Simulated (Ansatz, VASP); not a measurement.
**One calculation of BeS, two programs**

```
Be S
1.0
     0.00000    2.45865    2.41526
     2.45865    0.00000    2.41526
     2.45865    2.45865    0.00000
Be S
1 1
Direct
  0.00000 0.00000 0.00000
  0.25000 0.25000 0.25000
```

Change from the starting cell: epitaxial_xy strain +1.0%.

Alike in both runs: task single point; functional PBE; k mesh 10 × 10 × 10; occupations fermi-dirac, width 0.02 eV; no spin polarisation.

|  | VASP | Ansatz |
| --- | --- | --- |
| version | VASP 6.6.1 | Ansatz 0.2.0 |
| potentials or method | VASP PAW PBE potentials, release 64 (Be, S) | plane waves, PAW |
| plane-wave cutoff (eV) | 520 | 420 |
| valence electrons in the cell | 8 | 8 |

Ansatz gave:

```
gap on the k mesh at the Fermi level (eV)       : 3.01
pressure (GPa)                                  : -0.7
largest component of the traceless stress (GPa) : 1.11
```

**Question.** What did VASP give for the same quantities?

**Answer.** gap on the k mesh at the Fermi level (eV): 3.01; pressure (GPa): -0.7; largest component of the traceless stress (GPa): 1.10.

The functional is the same, so the differences come from potentials, cutoffs and numerics.

A k mesh can miss the band edges.
